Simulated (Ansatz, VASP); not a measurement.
**AlN in VASP and in Ansatz**

The input INCAR:

```
SYSTEM = AlN
ALGO = Normal
EDIFF = 1E-7
ENCUT = 520
GGA = PE
ISIF = 2
ISMEAR = 0
LASPH = .True.
LCHARG = .False.
LREAL = .False.
LWAVE = .False.
NBANDS = 11
NELM = 60
PREC = Accurate
SIGMA = 0.05
```

File KPOINTS:

```
k-points
0
Gamma
  10 10 10
  0 0 0
```

File POSCAR:

```
AlN
1.0
    0.0000000000      2.1487616961      2.2561997809
    2.1487616961      0.0000000000      2.2561997809
    2.1487616961      2.1487616961      0.0000000000
Al N
1 1
Direct
    0.0000000000      0.0000000000      0.0000000000
    0.7500000000      0.7500000000      0.7500000000
```

Input for Ansatz:

```yaml
crystal:
  lattice:
    - [0.0, 2.1487616961, 2.2561997809]
    - [2.1487616961, 0.0, 2.2561997809]
    - [2.1487616961, 2.1487616961, 0.0]
  atoms:
    - { symbol: Al, position: [0.0, 0.0, 0.0] }
    - { symbol: "N", position: [0.75, 0.75, 0.75] }
basis:
  ecutwfc: 420
kpoints:
  mp_grid: { grid: [10, 10, 10] }
hamiltonian:
  xc: pbe
scf:
  occupations: { method: gaussian, width: 0.05 }
output:
  forces: true
  stress: true
  eigenvalues: true
```

Alike in both runs: task single point; functional PBE; k mesh 10 × 10 × 10; occupations gaussian, width 0.05 eV; no spin polarisation.

```csv
,VASP,Ansatz
version,VASP 6.6.1,Ansatz 0.2.0
potentials or method,"VASP PAW PBE potentials, release 64 (Al, N)","scalar-relativistic, plane waves, PAW"
plane-wave cutoff (eV),520,420
valence electrons in the cell,8,8
```

VASP gave:

| Item | Value |
| --- | --- |
| gap on the k mesh at the Fermi level (eV) | 3.16 |
| least direct gap on the mesh (eV) | 4.11 |
| pressure (GPa) | 4.4 |
| largest component of the traceless stress (GPa) | 4.99 |

Q: Which values does Ansatz return?

A: gap on the k mesh at the Fermi level (eV): 3.17; least direct gap on the mesh (eV): 4.10; pressure (GPa): 4.7; largest component of the traceless stress (GPa): 4.96.

With one functional, cell and mesh, what is left measures potentials, basis and numerics.

A k mesh can miss the band edges. PBE gaps usually lie below the measured ones, often by a third to a half.
